WS$_2$ is built of sheets. In each one a plane of tungsten lies between two planes of sulfur, held by strong bonds, while neighbouring sheets touch only through their sulfur faces. The calculation changes the volume of the crystal in equal steps and lets the shape and the atoms settle at each one. The energy over minimum counts from the bottom of the fitted energy curve, and positive pressure means that the crystal is compressed.

Scalar-relativistic PBEsol calculations without spin polarisation for WS2 (space group R3m, 3 atoms in the cell), run in Ansatz 0.2.0 with plane waves, PAW datasets made for PBE, a 420 eV cutoff, a Gamma-centred 12×12×12 k mesh and 0.02 eV Gaussian smearing. Shape and atoms are relaxed at each volume; energies count from the minimum of a third-order Birch-Murnaghan fit.

```tsv
volume per atom (Å³/atom)	energy over minimum (meV/atom)	pressure (GPa)	band gap on mesh (eV)
17.127	5.1	1.76	0.874
17.673	1.0	0.60	1.008
18.220	0.0	-0.01	1.148
18.766	0.6	-0.32	1.281
19.313	1.7	-0.40	1.407
```

**(a) Squeezing the crystal costs more energy than stretching it by the same volume, and on the stretched side the pressure almost levels off. What is being deformed?**

*Solution.* Almost only the space between the sheets. The relaxed cell edges and volumes fix two lengths: the spacing from one sheet to the next and the distance between neighbouring tungsten atoms within a sheet. Over the whole scan the spacing grows by 12 %, the in-plane distance by only 0.5 %. The strong W–S bonds resist, and the weak contact yields.

That contact has a lopsided energy curve. When the sheets are pushed together, the filled shells of facing sulfur atoms overlap and repel each other steeply. When they are pulled apart, the repulsion fades and a weak attraction remains, which itself dies away with distance. Compression to the smallest volume therefore costs three times as much energy as expansion to the largest.

The pressure tells the same story. Its drop per relative change of spacing shrinks from 45 GPa in the first step to 3 GPa in the last, so the contact has lost nearly all its stiffness by the end. This rapid softening also shows in the fitted energy curve. The pressure derivative of its bulk modulus is about 24, where ordinary solids have values near 4. The notes to the data call such a value unusual, though the fit converged and the run records carry no warning.

The softness itself should not be trusted in detail. PBEsol has no long-range dispersion attraction, which is a large part of what holds such sheets together. A rough recalled value for the real spacing is 6.2 Å, against 6.37 Å in the relaxed cell here. The relaxations also keep the symmetry of the starting cell, so the sheets could not slide sideways, even if another stacking were lower in energy.

**(b) Why does the band gap widen as the sheets move apart?**

*Solution.* The gap in the table is indirect: the highest filled and the lowest empty state have different wave vectors. In every row the highest filled state is a wave that changes sign from each sheet to the next. What this does to its energy depends on the orbitals that meet between the sheets.

In WS$_2$ this state is known to consist mainly of tungsten $d_{z^2}$ and sulfur $p_z$ orbitals; the calculation's output does not list the orbitals. The sulfur lobes that point out of a sheet have the same sign on both of its faces. If the wave changes sign at the next sheet, lobes of opposite sign face each other across the space. That is an antibonding contact, and it pushes the state up in energy.

Moving the sheets apart weakens the contact, so the highest filled state sinks and the gap opens. The lowest empty state, which lies about halfway between the centre and the corner K of the sheet's hexagonal zone, may shift as well. The numbers do not divide the widening between the two.

The smallest direct gap, between states of equal wave vector, serves as a comparison. It falls by 0.06 eV over the scan while the indirect gap rises by 0.53 eV. It also follows the in-plane distance closely, losing about 0.12 eV for each 1 % of stretch. Two gaps of the same crystal thus run in opposite directions, which fits a picture in which one feels mainly the contact between sheets and the other the bonds within them.

For a related layered crystal, the question to ask is whether its highest filled state is antibonding between the sheets. If so, pressure lifts that state and narrows the gap, unless the lowest empty state rises as much.

**(c) How fast should the effect fade with distance, and why is the first step of the gap smaller than the second?**

*Solution.* The antibonding push needs overlap between orbitals on facing sheets. Outside an atom an orbital dies away exponentially, over a length set by how firmly the electron is bound. With a rough recalled ionisation energy $I$ of 6 eV and the electron mass $m$, this length is

$$\ell=\frac{\hbar}{\sqrt{2mI}}\approx 0.80\ \text{Å}.$$

The model takes the distance $\Delta$ of the indirect gap below the direct one as a constant plus a term that fades with the spacing $d$ over this length. Using the difference removes the effect of in-plane stretch, provided that both gaps respond to it alike, which is an untested assumption. The constant and the strength of the fading term were fitted to all five rows:

$$\Delta = 0.112\ \text{eV} + 0.998\ \text{eV}\; e^{-(d-6.036\,\text{Å})/\ell}.$$

Take the relaxed cell, at 18.220 Å³ per atom, which was part of the fit. Its spacing of 6.371 Å exceeds the smallest one by 0.335 Å, so the exponential is $e^{-0.335/0.797}=0.657$. This gives $\Delta=0.112+0.998\times0.657=0.768$ eV, and the direct gap of 1.929 eV then leaves an indirect gap of 1.161 eV. The table has 1.148 eV.

This is the worst of the five rows, and the typical miss is 0.009 eV. A straight line in the spacing misses by about twice as much, so the numbers favour an effect that fades. The estimated decay length is too short for them, however. Between the first step and the last, it makes the fall of $\Delta$ per ångström shrink by about half, whereas the calculated fall shrinks by little more than a third. The gain of the indirect gap per ångström, with nothing subtracted, fades more slowly still. The constant is not the value for a single sheet either, since the scan ends far from separated sheets.

A fading effect should give its largest gain in the first step, yet the gap rises by 0.134 eV there and by 0.140 eV in the second. One reason lies in part (a). At the compressed end the contact is stiff, so the sheets themselves take up more of the volume change. The spacing grows by only 0.157 Å in the first step, against 0.177 Å in the second. The in-plane distance, in turn, grows most in the first step. If this stretch lowers the indirect gap as it seems to lower the direct one, it holds back the first gain further.

Unfinished relaxation adds to this. At 17.673 Å³ per atom the run stopped with the compressive stress across the sheets still 0.13 GPa higher than the stress within them. Fully relaxed, this cell would be slightly longer across the sheets and its gap slightly larger. The two steps differ by only 0.006 eV, and a rise of 0.003 eV in this one row would make them equal. Their order may therefore be an artefact of the relaxation.

Counted per ångström of spacing, the irregularity disappears: the gain falls steadily from 0.85 to 0.67 eV. Volume is an uneven measure of how far apart the sheets are.

The same dependence shows what the doubtful spacing of part (a) does to the gap. Read off along the scan at 6.2 Å, the gap would be about 0.13 eV smaller than in the relaxed cell. Other errors come on top: functionals of this kind give gaps that are too small, spin–orbit coupling is absent, and the true band edge may lie between the sampled wave vectors. The widening with distance is therefore a better guide than any single gap in the table. The printed analysis below gives the lengths, steps and fits used here.

Numerical output:

```
Geometry and gaps:
     row  layer spacing in Å  in-plane length in Å  direct gap in eV  direct minus indirect gap in eV
  17.127               6.036                 3.135             1.976                            1.102
  17.673               6.193                 3.144             1.942                           0.9337
   18.22               6.371                 3.148             1.929                           0.7812
  18.766               6.552                  3.15              1.92                           0.6393
  19.313               6.741                  3.15             1.919                           0.5117
Change from the row before:
     row  spacing in Å  in-plane length in Å  gap in eV  gap per spacing in eV/Å  pressure drop per relative spacing in GPa
  17.673         0.157              0.008955      0.134                   0.8535                                      45.18
   18.22        0.1774              0.003521       0.14                   0.7891                                       21.6
  18.766        0.1814              0.002279      0.133                   0.7331                                      11.04
  19.313        0.1886             0.0005576      0.126                   0.6681                                      2.819
Growth of layer spacing over the scan in %: 11.67
Growth of in-plane length over the scan in %: 0.4885
Rise of the indirect gap over the scan in eV: 0.533
Fall of the direct gap over the scan in eV: 0.05727
fit of direct on 5 rows: constant 13.73 +/- 0.11, coefficient of inplane -3.749 +/- 0.034; rms 0.000327, worst 17.673 0.000542, leave-one-out rms 0.000803
Direct gap change per 1 % in-plane stretch in eV: -0.1179
Decay length of the orbital tail in Å: 0.7969
fit of below on 5 rows: constant 0.1119 +/- 0.018, coefficient of tail 0.9981 +/- 0.026; rms 0.00924, worst 18.22 -0.0133, leave-one-out rms 0.0179
fit of below on 5 rows: constant 6.101 +/- 0.26, coefficient of spacing -0.832 +/- 0.041; rms 0.0178, worst 17.127 -0.0236, leave-one-out rms 0.037
Energy at smallest volume over energy at largest volume: 3
Gap of the relaxed cell less gap at 6.2 Å spacing in eV: 0.1349
```
